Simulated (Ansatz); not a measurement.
ZrO2 (started from an entry of an open crystallographic database) was relaxed with 4 functionals in Ansatz 0.2.0, cell and atoms free, the symmetry of the start kept (meshes: PBE 6×6×4, r2SCAN 6×6×4, PBEsol 6×6×4, LDA 6×6×4). Calculated for a static, non-magnetic cell.

The PBEsol result:
```
Zr O
1.0
     3.58449    0.00000    0.00000
     0.00000    3.58449    0.00000
     0.00000    0.00000    5.17720
Zr O
2 4
Direct
  0.00000 0.00000 0.00000
  0.50000 0.50000 0.50000
  0.00000 0.50000 0.20148
  0.00000 0.50000 0.70148
  0.50000 0.00000 0.29852
  0.50000 0.00000 0.79852
```

Space group P4_2/nmc (No. 137), tetragonal; a = 3.584 Å, c = 5.177 Å in the conventional setting, 11.09 Å³ an atom. Zr is surrounded by 8 O at 2.07–2.37 Å; O is surrounded by 4 Zr at 2.07–2.37 Å.

(1) Order the functionals by the relaxed volume, smallest first.
A. r2SCAN
B. LDA
C. PBEsol
D. PBE

(2) How does the cell change with LDA?

(3) What lattice does PBE give?

(4) Held at the r2SCAN cell, what mean stress does LDA find, and does its sign point to its own minimum?

Answers

(1) B (10.78 Å³/atom), C (11.09 Å³/atom), A (11.30 Å³/atom), D (11.54 Å³/atom).

(2) a = 3.557 Å, c = 5.111 Å; the volume differs by -2.8 % from PBEsol's. Zr has 8 O at 2.07–2.32 Å; O has 4 Zr at 2.07–2.32 Å.

(3) a = 3.621 Å, c = 5.283 Å; the volume differs by +4.1 % from PBEsol's. Zr has 8 O at 2.08–2.43 Å; O has 4 Zr at 2.08–2.43 Å.

(4) Yes. LDA -8.69 GPa, and its relaxed volume is -4.6 % from r2SCAN's. Compression counts positive, so a positive stress asks for a larger cell.
